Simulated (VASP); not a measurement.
# TePb (I4/mmm) in VASP: a series of runs, part 2 of 2

VASP 6.6.1. The steps go on from the part before.

## Step 4: Single point, PBEsol

This run uses another cell than the first one, of the same volume but with other edges.

File INCAR:

```
SYSTEM = TePb
PREC = Accurate
ENCUT = 520
EDIFF = 1E-6
ISMEAR = 0
SIGMA = 0.05
LREAL = .FALSE.
LASPH = .TRUE.
NELM = 100
ALGO = Fast
ISIF = 2
LWAVE = .FALSE.
LCHARG = .FALSE.
GGA = PS
NBANDS = 17
```

File KPOINTS:

```
regular mesh
0
G
  8 8 8
  0 0 0
```

File POSCAR:

```
TePb
1.0
    0.0000000000      2.8190441597      4.2285662396
    2.8190441597      0.0000000000      4.2285662396
    2.8190441597      2.8190441597      0.0000000000
Te Pb
1 1
Direct
    0.5000000000      0.5000000000      0.5000000000
    0.0000000000      0.0000000000      0.0000000000
```

Potentials or basis: VASP PAW PBE potentials, release 64 (Te, Pb_d).

On the command line:

```
$ cat potpaw_PBE.64/Te/POTCAR potpaw_PBE.64/Pb_d/POTCAR > POTCAR
$ mpirun -np 1 vasp_std > vasp.out
```

OUTCAR:

```text
SYSTEM = TePb
   PREC = Accurate
   ENCUT = 520
   EDIFF = 1E-6
   ISMEAR = 0
   LREAL = .FALSE.
   LASPH = .TRUE.
   NELM = 100
   ISIF = 2
   GGA = PS

 ion  position               nearest neighbor table
   1  0.500  0.500  0.500-   2 2.82   2 2.82   2 2.82   2 2.82
   2  0.000  0.000  0.000-   1 2.82   1 2.82   1 2.82   1 2.82

  LATTYP: Found a body centered tetragonal cell.
 ALAT       =     3.9867304836
 C/A-ratio  =     2.1213203436

  Lattice vectors:

 A1 = (  -2.8190441597,   0.0000000000,   4.2285662396)
 A2 = (   2.8190441597,   0.0000000000,   4.2285662396)
 A3 = (   0.0000000000,   2.8190441597,  -4.2285662396)

Analysis of symmetry for initial positions (statically):
=====================================================================
 Subroutine PRICEL returns:
 Original cell was already a primitive cell.

 Routine SETGRP: Setting up the symmetry group for a
 body centered tetragonal supercell.

 Subroutine GETGRP returns: Found 16 space group operations
 (whereof 16 operations were pure point group operations)
 out of a pool of 16 trial point group operations.

The static configuration has the point symmetry D_4h.

Analysis of symmetry for dynamics (positions and initial velocities):
=====================================================================
 Subroutine PRICEL returns:
 Original cell was already a primitive cell.

 Routine SETGRP: Setting up the symmetry group for a
 body centered tetragonal supercell.

 Subroutine GETGRP returns: Found 16 space group operations
 (whereof 16 operations were pure point group operations)
 out of a pool of 16 trial point group operations.

The dynamic configuration has the point symmetry D_4h.

 Subroutine INISYM returns: Found 16 space group operations
 (whereof 16 operations are pure point group operations),
 and found     1 'primitive' translations

----------------------------------------------------------------------------------------

                                     Primitive cell

[... 112 lines left out ...]
  Fermi-wavevector in a.u.,A,eV,Ry     =   1.092972  2.065418 16.253366  1.194589
  Thomas-Fermi vector in A             =   2.229249
   LORBIT       =      0    0 simple, 1 ext, 2 COOP (PROOUT), +10 PAW based schemes
   GGA     = PS    functional components
   LHFCALC =     F    Hartree Fock is set to
   AEXX    =    0.0000 exact exchange contribution
   IVDW    =     0    specifies the selected vdW correction
   LEPSILON=     F    determine dielectric tensor
   LRPA    =     F    only Hartree local field effects (RPA)
 non-spin polarized calculation
 RMM-DIIS sequential band-by-band and
 Gauss-broadening in eV      SIGMA  =   0.05
  energy-cutoff  :      520.00
  volume of cell :       67.21
 maximum number of plane-waves:      1840
 NGX is ok and might be reduce to    40

 number of electron      20.0000002 magnetization

 Free energy of the ion-electron system (eV)
  ---------------------------------------------------
  ext. energy  EPLUGINS =         0.00000000
  ---------------------------------------------------
  free energy    TOTEN  =        -6.57356044 eV

  energy without entropy =       -6.57017981  energy(sigma->0) =       -6.57187013

 E-fermi :   6.2550     XC(G=0):  -9.2700

 val. band max:        6.2453690054   @ k =   0.3750   0.0000   0.0000
 cond. band min:       6.2593008641   @ k =  -0.3750   0.3750   0.1250
 fundamental gap:      0.0139318587
 Fermi energy:         6.2549592303

 k-point     1 :       0.0000    0.0000    0.0000
  band No.  band energies     occupation
      1     -11.2820      2.00000
      2     -11.1597      2.00000
      3     -11.1536      2.00000
      4     -11.0632      2.00000
      5     -11.0632      2.00000
      6      -7.5323      2.00000
[... 457 lines left out ...]
      4     -11.0683      2.00000
      5     -11.0640      2.00000
      6      -6.2639      2.00000
[... 9 lines left out ...]
     16      14.9079      0.00000
     17      15.4396      0.00000

 [... further k-points ...]

------------------------ aborting loop because EDIFF is reached ----------------------------------------

  FORCE on cell =-STRESS in cart. coord.  units (eV):
  Direction    XX          YY          ZZ          XY          YZ          ZX
  --------------------------------------------------------------------------------------
  -------------------------------------------------------------------------------------
  Total        9.0288210      9.0288210     -1.3336527      0.0000000      0.0000000      0.0000000
  in kB      215.2359118    215.2359118    -31.7926295      0.0000000      0.0000000      0.0000000
  external PRESSURE =     132.8930647 kB  Pullay stress =       0.0000000 kB

 VOLUME and BASIS-vectors are now :
 -----------------------------------------------------------------------------
  energy-cutoff  :      520.00
  volume of cell :       67.21
      direct lattice vectors                 reciprocal lattice vectors
     0.000000000  2.819044160  4.228566240    -0.177365083  0.177365083  0.118243388
     2.819044160  0.000000000  4.228566240     0.177365083 -0.177365083  0.118243388
     2.819044160  2.819044160  0.000000000     0.177365083  0.177365083 -0.118243388

 POSITION                                       TOTAL-FORCE (eV/Angst)
 -----------------------------------------------------------------------------------
      2.81904      2.81904      4.22857        -0.000000      0.000000     -0.000000
      0.00000      0.00000      0.00000         0.000000     -0.000000      0.000000
 -----------------------------------------------------------------------------------
    total drift:                                0.000000     -0.000000     -0.000000

  FREE ENERGIE OF THE ION-ELECTRON SYSTEM (eV)
  ---------------------------------------------------
  free  energy   TOTEN  =        -6.5735604442 eV

  energy  without entropy=       -6.5701798091  energy(sigma->0) =       -6.57187013
```

Wall time 40 s (1 thread of AMD EPYC 9R45 (Zen 5), shared host); peak memory 0.22 GiB.

What came out:

| Property | Result |
| --- | --- |
| Free energy | -6.5736 eV |
| Pressure | 13.3 GPa |
| Band gap on the k mesh | none (metal or under the smearing width) |

Levels at points of the mesh, in eV from the Fermi level:
| k point | band 7 | band 8 | band 9 | band 10 | band 11 | band 12 | band 13 | band 14 |
| --- | --- | --- | --- | --- | --- | --- | --- | --- |
| (0.00, 0.00, 0.00) | -5.24 | -3.35 | -3.35 | -2.83 | 2.21 | 2.39 | 3.94 | 6.45 |
| (0.50, 0.00, 0.00) | -10.21 | -2.44 | -1.09 | -0.74 | 0.88 | 1.25 | 1.30 | 6.64 |
| (0.50, 0.50, 0.00) | -5.54 | -5.11 | -3.57 | -3.57 | 3.26 | 3.77 | 6.59 | 6.59 |
| (0.50, 0.00, 0.50) | -8.47 | -6.32 | -6.03 | -2.21 | 1.37 | 2.71 | 6.46 | 6.52 |

Caveat: the PAW data sets were made with another functional, which shifts forces and pressure a little.

## Step 5: Single point, PBEsol

This run uses another cell than the first one, of the same volume but with other edges.

File INCAR:

```
PREC = Accurate
ENCUT = 520
EDIFF = 1E-6
ISMEAR = 0
SIGMA = 0.05
LREAL = F
LASPH = T
NELM = 100
ALGO = Normal
ISIF = 2
LWAVE = F
LCHARG = F
GGA = PS
NBANDS = 17
```

File KPOINTS:

```
regular mesh
0
Gamma
  8 8 8
```

File POSCAR:

```
TePb
1.0
    0.0000000000      3.2712109733      3.1403625344
    3.2712109733      0.0000000000      3.1403625344
    3.2712109733      3.2712109733      0.0000000000
Te Pb
1 1
Direct
    0.5000000000      0.5000000000      0.5000000000
    0.0000000000      0.0000000000      0.0000000000
```

On the command line:

```
$ cat potpaw_PBE.64/Te/POTCAR potpaw_PBE.64/Pb_d/POTCAR > POTCAR
$ mpirun -np 1 vasp_std > vasp.out
```

Run time: 34 s. Hardware: 1 thread of AMD EPYC 9R45 (Zen 5), shared host; peak memory 0.21 GiB.

Results (log left out):

```yaml
Free_energy: -8.2298 eV
Pressure: 0.0 GPa
Band_gap_on_the_k_mesh: 0.57 eV, direct
```

Stress tensor (GPa, compression positive):
```
-1.76  0.00  0.00
 0.00 -1.76  0.00
 0.00  0.00  3.46
```

Levels at points of the mesh, in eV from the valence-band top:
| k point | band 6 | band 7 | band 8 | band 9 | band 10 | band 11 | band 12 | band 13 | band 14 | band 15 |
| --- | --- | --- | --- | --- | --- | --- | --- | --- | --- | --- |
| (0.00, 0.00, 0.00) | -12.13 | -5.65 | -1.68 | -1.26 | -1.26 | 3.70 | 3.70 | 4.67 | 5.62 | 5.62 |
| (0.50, 0.00, 0.00) | -10.68 | -8.69 | -1.00 | -0.91 | 0.00 | 0.57 | 1.09 | 1.32 | 8.23 | 8.94 |
| (0.50, 0.50, 0.00) | -10.23 | -7.56 | -4.67 | -2.94 | -2.94 | 3.05 | 5.32 | 5.32 | 7.05 | 10.04 |
| (0.50, 0.00, 0.50) | -10.52 | -7.26 | -4.58 | -3.07 | -2.63 | 3.19 | 4.97 | 6.01 | 6.46 | 9.85 |

Caveat: the PAW data sets were made with another functional, which shifts forces and pressure a little; spin-orbit coupling is left out, which as a rule narrows the gap of such compounds by several tenths of an eV.
